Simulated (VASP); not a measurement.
# NaI (Fm-3m) in VASP: notebook

One crystal, NaI, is run at these levels: PBE, RPBE, revPBE; tasks: single point, relaxation of cell and atoms.

Everything below comes from runs of VASP 6.6.1. Logs are shortened: lines on timing, memory, paths and dates and some standing lists are left out, and cuts for length are marked.

## (1) The structure

The structure is cubic, space group Fm-3m (No. 225). The conventional cell has a = 6.473 Å, b = 6.473 Å, c = 6.473 Å, α = 90.00°, β = 90.00°, γ = 90.00°. I (site symmetry m-3m) is surrounded by 6 Na at 3.24 Å. Na (site symmetry m-3m) has 6 I at 3.24 Å as nearest neighbours.

## (2) Single point, PBE

File INCAR:

```
SYSTEM = NaI
ALGO = Normal
EDIFF = 1E-7
ENCUT = 520
GGA = PE
ISIF = 2
ISMEAR = 0
LASPH = .TRUE.
LCHARG = .TRUE.
LELF = .TRUE.
LREAL = .FALSE.
LVHAR = .TRUE.
LWAVE = .FALSE.
NELM = 60
PREC = Accurate
SIGMA = 0.012
```

File KPOINTS:

```
k-points
0
G
  7 7 7
  0 0 0
```

File POSCAR:

```
NaI
1.0
    0.0000000000      3.2364000000      3.2364000000
    3.2364000000      0.0000000000      3.2364000000
    3.2364000000      3.2364000000      0.0000000000
I Na
1 1
Direct
    0.5000000000      0.5000000000      0.5000000000
    0.0000000000      0.0000000000      0.0000000000
```

Potentials or basis: VASP PAW PBE potentials, release 64 (I, Na_pv).

The run is started by

```
$ cat potpaw_PBE.64/I/POTCAR potpaw_PBE.64/Na_pv/POTCAR > POTCAR
$ mpirun -np 1 vasp_std > vasp.out
```

OUTCAR:

```text
SYSTEM = NaI
   EDIFF = 1E-7
   ENCUT = 520
   GGA = PE
   ISIF = 2
   ISMEAR = 0
   LASPH = .TRUE.
   LREAL = .FALSE.
   NELM = 60
   PREC = Accurate

 ion  position               nearest neighbor table
   1  0.500  0.500  0.500-
   2  0.000  0.000  0.000-

  LATTYP: Found a face centered cubic cell.
 ALAT       =     6.4728000000

  Lattice vectors:

 A1 = (   0.0000000000,   3.2364000000,   3.2364000000)
 A2 = (   3.2364000000,   0.0000000000,   3.2364000000)
 A3 = (   3.2364000000,   3.2364000000,   0.0000000000)

Analysis of symmetry for initial positions (statically):
=====================================================================
 Subroutine PRICEL returns:
 Original cell was already a primitive cell.

 Routine SETGRP: Setting up the symmetry group for a
 face centered cubic supercell.

 Subroutine GETGRP returns: Found 48 space group operations
 (whereof 48 operations were pure point group operations)
 out of a pool of 48 trial point group operations.

The static configuration has the point symmetry O_h .

Analysis of symmetry for dynamics (positions and initial velocities):
=====================================================================
 Subroutine PRICEL returns:
 Original cell was already a primitive cell.

 Routine SETGRP: Setting up the symmetry group for a
 face centered cubic supercell.

 Subroutine GETGRP returns: Found 48 space group operations
 (whereof 48 operations were pure point group operations)
 out of a pool of 48 trial point group operations.

The dynamic configuration has the point symmetry O_h .

 Subroutine INISYM returns: Found 48 space group operations
 (whereof 48 operations are pure point group operations),
 and found     1 'primitive' translations

----------------------------------------------------------------------------------------

                                     Primitive cell

  volume of cell :      67.7980

  direct lattice vectors                    reciprocal lattice vectors
     0.000000000  3.236400000  3.236400000    -0.154492646  0.154492646  0.154492646
     3.236400000  0.000000000  3.236400000     0.154492646 -0.154492646  0.154492646
     3.236400000  3.236400000  0.000000000     0.154492646  0.154492646 -0.154492646

  length of vectors
     4.576960773  4.576960773  4.576960773     0.267589113  0.267589113  0.267589113

  position of ions in fractional coordinates (direct lattice)
     0.500000000  0.500000000  0.500000000
     0.000000000  0.000000000  0.000000000

  ion indices of the primitive-cell ions
   primitive index   ion index
                 1           1
                 2           2

----------------------------------------------------------------------------------------

 KPOINTS: k-points

Automatic generation of k-mesh.
 Grid dimensions read from file:
 generate k-points for:    7    7    7

 Generating k-lattice:

  Cartesian coordinates                     Fractional coordinates (reciprocal lattice)
    -0.022070378  0.022070378  0.022070378     0.142857143  0.000000000  0.000000000
     0.022070378 -0.022070378  0.022070378     0.000000000  0.142857143  0.000000000
     0.022070378  0.022070378 -0.022070378     0.000000000  0.000000000  0.142857143

  Length of vectors
     0.038227016  0.038227016  0.038227016

  Shift w.r.t. Gamma in fractional coordinates (k-lattice)
     0.000000000  0.000000000  0.000000000

 Subroutine IBZKPT returns following result:
 ===========================================

 Found     20 irreducible k-points:

 Following reciprocal coordinates:
            Coordinates               Weight
  0.000000  0.000000  0.000000      1.000000
  0.142857  0.000000  0.000000      8.000000
  0.285714  0.000000  0.000000      8.000000
  0.428571  0.000000  0.000000      8.000000
  0.142857  0.142857  0.000000      6.000000
  0.285714  0.142857  0.000000     24.000000
[... 12 lines left out ...]
 -0.428571  0.428571  0.142857     24.000000
 -0.285714  0.428571  0.142857     24.000000
   k-points           NKPTS =     20   k-points in BZ     NKDIM =     20   number of bands    NBANDS=     11
   number of dos      NEDOS =    301   number of ions     NIONS =      2
   total plane-waves  NPLWV =  46656
   dimension x,y,z NGX =    36 NGY =   36 NGZ =   36
   dimension x,y,z NGXF=    72 NGYF=   72 NGZF=   72
   ions per type =               1   1
   NGX,Y,Z   is equivalent  to a cutoff of  13.08, 13.08, 13.08 a.u.
   NGXF,Y,Z  is equivalent  to a cutoff of  26.15, 26.15, 26.15 a.u.
 SYSTEM =  NaI
   PREC   = accura    normal or accurate (medium, high low for compatibility)
   ISTART =      0    job   : 0-new  1-cont  2-samecut
   ICHARG =      2    charge: 1-file 2-atom 10-const
   ISPIN  =      1    spin polarized calculation?
   LNONCOLLINEAR =      F non collinear calculations
   LSORBIT =      F    spin-orbit coupling
   LASPH  =      T    aspherical Exc in radial PAW
   ENCUT  =  520.0 eV  38.22 Ry    6.18 a.u.   8.51  8.51  8.51*2*pi/ulx,y,z
   NELM   =     60;   NELMIN=  2; NELMDL= -5     # of ELM steps
   EDIFF  = 0.1E-06   stopping-criterion for ELM
   LREAL  =      F    real-space projection
   EDIFFG = 0.1E-05   stopping-criterion for IOM
   NSW    =      0    number of steps for IOM
   IBRION =     -1    ionic relax: 0-MD 1-quasi-New 2-CG
   NFREE  =      0    steps in history (QN), initial steepest desc. (CG)
   ISIF   =      2    stress and relaxation
   ISYM   =      2    0-nonsym 1-usesym 2-fastsym
   POTIM  = 0.5000    time-step for ionic-motion
   TEBEG  =    0.0;   TEEND  =   0.0 temperature during run
   PSTRESS=    0.0 pullay stress
   NELECT =      14.0000    total number of electrons
   NUPDOWN=      -1.0000    fix difference up-down
   EMIN   =  10.00;   EMAX   =-10.00  energy-range for DOS
   EFERMI =   0.00;   METHOD = LEGACY
   ISMEAR =     0;   SIGMA  =   0.01  broadening in eV -4-tet -1-fermi 0-gaus
   EFERMI_NEDOS =   21; number of points for ismear=-14 and -15
   IALGO  =     38    algorithm
   IMIX   =      4    mixing-type and parameters
     AMIX     =   0.40;   BMIX     =  1.00
     AMIX_MAG =   1.60;   BMIX_MAG =  1.00
  volume/ion in A,a.u.               =      33.90       228.76
  Fermi-wavevector in a.u.,A,eV,Ry     =   0.967636  1.828567 12.739397  0.936319
  Thomas-Fermi vector in A             =   2.097538
   LORBIT       =      0    0 simple, 1 ext, 2 COOP (PROOUT), +10 PAW based schemes
   GGA     = PE    functional components
   LHFCALC =     F    Hartree Fock is set to
   AEXX    =    0.0000 exact exchange contribution
   IVDW    =     0    specifies the selected vdW correction
   LEPSILON=     F    determine dielectric tensor
   LRPA    =     F    only Hartree local field effects (RPA)
 non-spin polarized calculation
 Gauss-broadening in eV      SIGMA  =   0.01
  energy-cutoff  :      520.00
  volume of cell :       67.80
 maximum number of plane-waves:      1841
 NGX is ok and might be reduce to    36
   NGX = 17   NGY = 17   NGZ = 17

 number of electron      13.9999993 magnetization

 Free energy of the ion-electron system (eV)
  ---------------------------------------------------
  ext. energy  EPLUGINS =         0.00000000
  ---------------------------------------------------
  free energy    TOTEN  =        -5.38505413 eV

  energy without entropy =       -5.38505413  energy(sigma->0) =       -5.38505413

 E-fermi :   0.8605     XC(G=0):  -7.7046

 val. band max:        0.8066901454   @ k =   0.0000   0.0000   0.0000
 cond. band min:       4.4473356717   @ k =   0.0000   0.0000   0.0000
 fundamental gap:      3.6406455263
 Fermi energy:         0.8604759854

 k-point     1 :       0.0000    0.0000    0.0000
  band No.  band energies     occupation
      1     -21.6323      2.00000
      2     -21.6323      2.00000
      3     -21.6323      2.00000
      4     -10.2108      2.00000
      5       0.8067      2.00000
      6       0.8067      2.00000
      7       0.8067      2.00000
      8       4.4473      0.00000
      9       8.7362      0.00000
     10       8.7362      0.00000
     11       8.7362      0.00000

 k-point     2 :       0.1429    0.0000    0.0000
  band No.  band energies     occupation
      1     -21.6333      2.00000
      2     -21.6324      2.00000
      3     -21.6324      2.00000
      4     -10.1554      2.00000
      5       0.2323      2.00000
      6       0.7498      2.00000
      7       0.7498      2.00000
      8       5.0914      0.00000
      9       8.3136      0.00000
     10       8.9109      0.00000
     11       8.9109      0.00000

 k-point     3 :       0.2857    0.0000    0.0000
  band No.  band energies     occupation
      1     -21.6355      2.00000
      2     -21.6325      2.00000
      3     -21.6325      2.00000
      4     -10.0249      2.00000
      5      -0.7016      2.00000
      6       0.6289      2.00000
      7       0.6289      2.00000
      8       5.8433      0.00000
      9       8.4784      0.00000
     10       8.6558      0.00000
     11       8.6558      0.00000

 k-point     4 :       0.4286    0.0000    0.0000
  band No.  band energies     occupation
      1     -21.6373      2.00000
      2     -21.6326      2.00000
      3     -21.6326      2.00000
      4      -9.9137      2.00000
      5      -1.2938      2.00000
      6       0.5382      2.00000
      7       0.5382      2.00000
      8       5.9102      0.00000
      9       8.2997      0.00000
     10       8.2997      0.00000
     11       9.3996      0.00000
[... 183 lines left out ...]
 k-point    18 :      -0.4286    0.2857    0.1429
  band No.  band energies     occupation
      1     -21.6363      2.00000
      2     -21.6341      2.00000
      3     -21.6332      2.00000
      4      -9.8573      2.00000
      5      -0.9901      2.00000
      6      -0.1893      2.00000
      7       0.2833      2.00000
      8       6.9175      0.00000
      9       7.2715      0.00000
     10       8.4823      0.00000
     11       9.4091      0.00000

 k-point    19 :      -0.4286    0.4286    0.1429
  band No.  band energies     occupation
      1     -21.6359      2.00000
      2     -21.6343      2.00000
      3     -21.6338      2.00000
      4      -9.8303      2.00000
      5      -0.9217      2.00000
      6      -0.1788      2.00000
      7       0.0218      2.00000
      8       6.0791      0.00000
      9       7.1240      0.00000
     10       8.9786      0.00000
     11      10.2472      0.00000

 k-point    20 :      -0.2857    0.4286    0.1429
  band No.  band energies     occupation
      1     -21.6353      2.00000
      2     -21.6352      2.00000
      3     -21.6337      2.00000
      4      -9.8184      2.00000
      5      -0.6784      2.00000
      6      -0.6182      2.00000
      7       0.0521      2.00000
      8       6.5222      0.00000
      9       7.8245      0.00000
     10       8.7432      0.00000
     11       9.1065      0.00000

------------------------ aborting loop because EDIFF is reached ----------------------------------------

  FORCE on cell =-STRESS in cart. coord.  units (eV):
  Direction    XX          YY          ZZ          XY          YZ          ZX
  --------------------------------------------------------------------------------------
  -------------------------------------------------------------------------------------
  Total        0.1817421      0.1817421      0.1817421      0.0000000      0.0000000      0.0000000
  in kB        4.2948656      4.2948656      4.2948656      0.0000000      0.0000000      0.0000000
  external PRESSURE =       4.2948656 kB  Pullay stress =       0.0000000 kB

 VOLUME and BASIS-vectors are now :
 -----------------------------------------------------------------------------
  energy-cutoff  :      520.00
  volume of cell :       67.80
      direct lattice vectors                 reciprocal lattice vectors
     0.000000000  3.236400000  3.236400000    -0.154492646  0.154492646  0.154492646
     3.236400000  0.000000000  3.236400000     0.154492646 -0.154492646  0.154492646
     3.236400000  3.236400000  0.000000000     0.154492646  0.154492646 -0.154492646

 POSITION                                       TOTAL-FORCE (eV/Angst)
 -----------------------------------------------------------------------------------
      3.23640      3.23640      3.23640        -0.000000      0.000000      0.000000
      0.00000      0.00000      0.00000         0.000000     -0.000000     -0.000000
 -----------------------------------------------------------------------------------
    total drift:                                0.000000      0.000000      0.000000

  FREE ENERGIE OF THE ION-ELECTRON SYSTEM (eV)
  ---------------------------------------------------
  free  energy   TOTEN  =        -5.3850541310 eV

  energy  without entropy=       -5.3850541310  energy(sigma->0) =       -5.38505413
```

Wall time 9.2 s (1 thread of Intel Xeon 6975P-C (Granite Rapids), shared host); peak memory 0.2 GiB.

What came out:

| Item | Value |
| --- | --- |
| Free energy | -5.3851 eV |
| Pressure | 0.4 GPa |
| Band gap on the k mesh | 3.64 eV, direct |

Caveat: spin-orbit coupling is left out, which moves the levels of the heavy elements. As with any semilocal functional, this PBE gap is likely too small.

(Part 1 of 2 ends here.)
